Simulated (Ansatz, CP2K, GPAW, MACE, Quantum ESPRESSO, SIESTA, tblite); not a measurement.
# tblite on CsCl-type VRu, displaced supercell (54 atoms): settings against a plane-wave reference

Wanted: tblite inputs and outputs for CsCl-type VRu, displaced supercell (54 atoms), checked against a plane-wave reference.

Calculated with tblite 0.8.0; the method is named at each step.

### 1. The starting structure

The cell holds 54 atoms: 27 V and 27 Ru. Cell: a = 8.970 Å, b = 8.970 Å, c = 8.970 Å, α = 90.0°, β = 90.0°, γ = 90.0°. It derives from VRu (CsCl-type), repeated 3×3×3. CsCl-type VRu (a = 2.99 Å), 3 x 3 x 3 conventional cells; every coordinate displaced by a Gaussian of 0.02 Å. Then every atom was moved at random, 0.05 Å r.m.s. a Cartesian component.

The yardstick, on the same geometry:

```
method                 : Kohn-Sham DFT, PBE, PAW, plane waves (Ansatz 0.2.0); cutoff 420 eV, Γ point, fermi-dirac smearing of 0.05 eV; PAW set soft_2
r.m.s. force component : 0.5512 eV/Å
longest force          : 2.042 eV/Å
pressure               : 5.355 GPa
SCF cycles             : 9
time                   : 11 s on 4 threads of Arm Neoverse V2, shared host
CPU time               : 43 s
```

### 2. GFN1-xTB

Method: GFN1-xTB tight binding, diagonalisation.

File run.py:

```python
import numpy as np
from ase.io import read
from tblite.ase import TBLite

atoms = read("structure.xyz")
atoms.calc = TBLite(method="GFN1-xTB", electronic_temperature=580, accuracy=1.0, max_iterations=250, mixer_damping=0.1, verbosity=1)
energy = atoms.get_potential_energy()
forces = atoms.get_forces()
print(f"energy {energy:.6f} eV")
print("forces (eV/A)")
for i, (a, f) in enumerate(zip(atoms, forces)):
    print(f"{i:4d} {a.symbol:2s} {f[0]:10.5f} {f[1]:10.5f} {f[2]:10.5f}")
stress = -atoms.get_stress(voigt=False) * 160.21766
print("stress (GPa, compression positive)")
for row in stress:
    print(" ".join(f"{x:10.4f}" for x in row))
print("charges (e)")
print(np.array2string(atoms.get_charges(), precision=4, suppress_small=True, max_line_width=110, threshold=100000))
```

File structure.xyz:

```xyz
54
Lattice="8.97000 0.00000 0.00000 0.00000 8.97000 0.00000 0.00000 0.00000 8.97000" Properties=species:S:1:pos:R:3 pbc="T T T"
V 8.94919 0.04790 0.05552
Ru 1.57011 1.43385 1.57827
V 0.06109 8.92371 2.95678
Ru 1.43260 1.50400 4.59237
V 0.00072 8.86290 5.98765
Ru 1.45942 1.37564 7.42142
V 8.95735 3.03688 8.89698
Ru 1.48346 4.47576 1.46023
V 0.02009 2.96701 3.06532
Ru 1.49898 4.50976 4.36695
V 8.95170 2.90727 6.03950
Ru 1.52804 4.57551 7.55095
V 8.88945 6.05251 8.88165
Ru 1.40623 7.54861 1.58625
V 8.91430 5.99106 2.91274
Ru 1.49207 7.44815 4.48123
V 8.94758 6.02901 5.92747
Ru 1.45296 7.55355 7.52323
V 3.07841 8.96157 0.10764
Ru 4.51496 1.49925 1.54158
V 3.07617 8.94318 3.05141
Ru 4.47056 1.49934 4.50796
V 3.05124 8.90030 5.95599
Ru 4.50258 1.48086 7.58638
V 3.01679 2.94153 0.06790
Ru 4.46527 4.49783 1.55881
V 2.92664 2.97275 2.99230
Ru 4.47971 4.50429 4.42302
V 2.98656 2.98459 6.01959
Ru 4.55811 4.46930 7.50762
V 2.93247 6.02533 8.85895
Ru 4.46921 7.53184 1.51692
V 2.99903 5.93706 2.99544
Ru 4.57587 7.43981 4.54797
V 3.00136 6.03268 5.98505
Ru 4.43638 7.47273 7.52691
V 6.01044 0.09284 0.03418
Ru 7.49605 1.53988 1.49306
V 5.91096 8.92721 2.93050
Ru 7.47353 1.48355 4.47576
V 6.05188 0.06871 5.95760
Ru 7.49650 1.47000 7.51381
V 6.01492 2.91381 0.07553
Ru 7.49847 4.40723 1.45538
V 5.97976 3.00558 3.01823
Ru 7.53543 4.55828 4.63300
V 5.95949 2.90655 6.06776
Ru 7.46950 4.55210 7.44295
V 5.95115 5.97420 8.95601
Ru 7.47928 7.37478 1.56491
V 5.92765 5.97402 2.95337
Ru 7.54601 7.44680 4.55021
V 5.85580 6.00891 6.02228
Ru 7.41030 7.41039 7.53794
```

Run with:

```
$ OMP_NUM_THREADS=1 python run.py > output.txt
```

Log:

```text
------------------------------------------------------------
  cycle        total energy    energy error   density error
------------------------------------------------------------
      1      2.309255504189   2.6147355E+00   1.9679841E+00
      2     -119.7309905504  -1.2204025E+02   1.6266768E+00
      3      226.9175655165   3.4664856E+02   2.3684340E+00
      4     -97.13298309168  -3.2405055E+02   1.1106449E+00
      5     -27.90762659037   6.9225357E+01   1.5523244E+00
      6     -98.31187274929  -7.0404246E+01   1.4659216E+00
      7     -84.54209150672   1.3769781E+01   1.6273884E+00
      8     -101.2682180908  -1.6726127E+01   8.1983710E-01
      9     -58.09885084728   4.3169367E+01   1.0940655E+00
     10     -108.9852762572  -5.0886425E+01   7.0050322E-01
     11     -122.1341123286  -1.3148836E+01   5.8013650E-01
     12     -116.2473871436   5.8867252E+00   6.5366534E-01
     13     -129.4619378323  -1.3214551E+01   4.1912052E-01
     14     -105.5607535733   2.3901184E+01   8.0242129E-01
     15     -127.0079969129  -2.1447243E+01   3.9157980E-01
     16     -128.8794001223  -1.8714032E+00   3.7357108E-01
     17     -130.2566663853  -1.3772663E+00   3.1149389E-01
     18     -134.6095532468  -4.3528869E+00   1.6158822E-01
     19     -134.4084397562   2.0111349E-01   1.6010056E-01
     20     -134.6432038831  -2.3476413E-01   1.4908551E-01
     21     -134.3505434101   2.9266047E-01   1.5350796E-01
     22     -134.9318107185  -5.8126731E-01   1.0040878E-01
     23     -134.7133629093   2.1844781E-01   1.0704744E-01
     24     -135.1704025507  -4.5703964E-01   5.8189637E-02
[...]
48     -135.2612787323  -3.7407199E-07   1.0655978E-04
     49     -135.2612787333  -9.7742259E-10   9.8284962E-05
     50     -135.2612791344  -4.0107560E-07   3.6361399E-05
     51     -135.2612791108   2.3626285E-08   4.1919940E-05
     52     -135.2612791497  -3.8979238E-08   3.0205926E-05
     53     -135.2612791653  -1.5600534E-08   2.4726497E-05
     54     -135.2612791615   3.8139092E-09   2.2675778E-05
     55     -135.2612791748  -1.3233119E-08   1.1375402E-05
------------------------------------------------------------
 total:                                   6.141 sec
energy -3680.646882 eV
forces (eV/A)
   0 V    -0.03826   -0.03851    0.02136
   1 Ru   -0.41824    0.34169   -0.26746
   2 V    -0.74386    0.61895    0.53557
   3 Ru    0.26304   -0.16573   -0.27106
   4 V    -0.18986    0.32223   -0.06410
   5 Ru    0.30735    0.46157    0.42415
   6 V     0.29448   -0.15945    0.02964
   7 Ru   -0.07679    0.09110    0.08032
   8 V    -0.17453    0.02503   -0.15884
   9 Ru   -0.07617   -0.08198    0.80702
  10 V     0.07017    0.24106   -0.10108
  11 Ru   -0.15526   -0.52819   -0.44785
  12 V     0.43165   -0.26611    0.41488
  13 Ru    0.79604   -0.78081   -0.71692
  14 V     0.20280   -0.45673    0.23208
  15 Ru    0.21085    0.04550    0.02968
  16 V     0.57432   -0.21841    0.53448
  17 Ru    0.22196   -0.24326    0.05393
  18 V    -0.45275    0.06185   -0.37326
  19 Ru   -0.08514    0.20004    0.18530
  20 V    -0.28346    0.06701    0.09471
  21 Ru    0.10084    0.09851    0.08405
  22 V    -0.05839    0.36398    0.07281
  23 Ru   -0.29176    0.02332   -0.53432
[...]
46 V    -0.01505    0.24787   -0.32917
  47 Ru    0.07027   -0.40157    0.17838
  48 V    -0.14787   -0.09157    0.30283
  49 Ru   -0.33238    0.56769   -0.28815
  50 V     0.31477   -0.05700    0.15757
  51 Ru   -0.70244    0.23388   -0.50273
  52 V     0.33735   -0.19910    0.02079
  53 Ru   -0.00963    0.63653   -0.27594
stress (GPa, compression positive)
   -9.1564    -0.1109     0.2907
   -0.1109    -9.0727    -0.0493
    0.2907    -0.0493    -9.1003
charges (e)
[ 0.0339 -0.0374  0.053  -0.041   0.0431 -0.0439  0.0419 -0.0493  0.0526 -0.0455  0.0389 -0.0423  0.0419
 -0.0414  0.0566 -0.0377  0.0627 -0.0378  0.0454 -0.0274  0.0061 -0.0368  0.0438 -0.0338  0.0378 -0.0425
  0.0404 -0.0408  0.0527 -0.0395  0.0481 -0.0329  0.0577 -0.0293 -0.0051 -0.035   0.0102 -0.038   0.0248
 -0.0431  0.023  -0.0288  0.0239 -0.0434  0.0565 -0.0475  0.031  -0.0411  0.0483 -0.0371  0.0261 -0.043
  0.0596 -0.0387]
```

It took 6.6 s on 1 thread of Arm Neoverse V2, shared host; peak memory 0.12 GiB.

Banners, paths, timers and routine set-up lines are dropped from the logs unmarked, and long logs keep their key lines alone; longer cuts are marked.

Compared with the plane-wave run:

| Quantity | Value |
| --- | --- |
| r.m.s. force component | 0.3138 eV/Å |
| r.m.s. difference of force components | 300.6 meV/Å |
| longest difference of force vectors | 1115 meV/Å |
| force difference over r.m.s. force | 54.53 % |
| slope of forces against the reference's | 0.5134 |
| correlation of force components | 0.9017 |
| pressure | -9.11 GPa |
| pressure difference | -14.46 GPa |

Length of the force difference by element (eV/Å):

```
element  atoms  mean  most
     Ru     27  0.48   1.1
      V     27  0.47  0.88
```

A closer look about V27, picked at random: 15 atoms, nearest first, numbered in the order of the input, with positions taken from that point.

```
atom      x      y      z  distance (Å)  bonds  Mulliken charge (e)     Fx     Fy  Fz (eV/Å)
 V27   0.00   0.00   0.00          0.00     14                 0.04   0.19  -0.02       0.06
 Ru2  -1.36  -1.54  -1.41          2.49     14                -0.04  -0.42   0.34      -0.27
Ru10  -1.43   1.54   1.37          2.51     14                -0.05  -0.08  -0.08       0.81
 Ru8  -1.44   1.50  -1.53          2.59     14                -0.05  -0.08   0.09       0.08
Ru26   1.54   1.53  -1.43          2.60     14                -0.04  -0.02  -0.01      -0.43
Ru20   1.59  -1.47  -1.45          2.61     14                -0.03  -0.09   0.20       0.19
Ru28   1.55   1.53   1.43          2.61     14                -0.04   0.06  -0.26       0.58
Ru22   1.54  -1.47   1.52          2.62     14                -0.04   0.10   0.10       0.08
 Ru4  -1.49  -1.47   1.60          2.64     14                -0.04   0.26  -0.17      -0.27
  V9  -2.91  -0.01   0.07          2.91     14                 0.05  -0.17   0.03      -0.16
 V25   0.09  -0.03  -2.92          2.93     14                 0.04  -0.18   0.05      -0.36
 V33   0.07   2.96   0.00          2.97     14                 0.06   0.00   0.32      -0.23
 V21   0.15  -3.00   0.06          3.00     14                 0.01  -0.28   0.07       0.09
 V29   0.06   0.01   3.03          3.03     14                 0.05   0.02   0.06       0.01
 V45   3.05   0.03   0.03          3.05     14                 0.06   0.13  -0.03       0.13
```

Atoms are counted from 1 here, from 0 in the log.

Forces lie 55 % from the reference's, at 0.15 times its CPU time (on 1 against 4 cores).

### 3. Summary of results

```
force difference from the reference : tblite GFN1-xTB, 55 %
its CPU time                        : 6.6 s
```

Tight binding differs by 55 % (tblite GFN1-xTB); it is another model, with fitted parameters of its own, and the xTB methods hold dispersion. One electronic-structure run takes under half the reference's CPU time: tblite GFN1-xTB, at 55 % in 6.6 s against 43 s; its pressure misses by -14.5 GPa. Periodic xTB results under one method name differ between programs and library versions. The electron count is odd in Ansatz plane waves (reference), and they have no spin polarisation, so the unpaired electron is spread evenly over both spins. The reference's pressure of 5.4 GPa belongs to a cell and atoms that aren't relaxed at this level. The electron count is odd and the run has no spin polarisation, so levels at the top are partly filled by construction. The electronic-structure runs sample only Γ, in a cell whose shortest periodic width is 9 Å, which is coarse for a cell with partly filled levels.

[Also dropped from logs without a mark: logging warnings of Python, and SIESTA's first energy breakdown and zero terms.]

[Logs are printed without paths, hosts, clocks, repeated set-up lines and the standing remarks that a program may print on its own settings, such as how far it seeks lower states.]

[Hosts, paths, dates, database ids (printed as entryN), source tags and the programs' standing remarks are cut or masked in the printed files.]
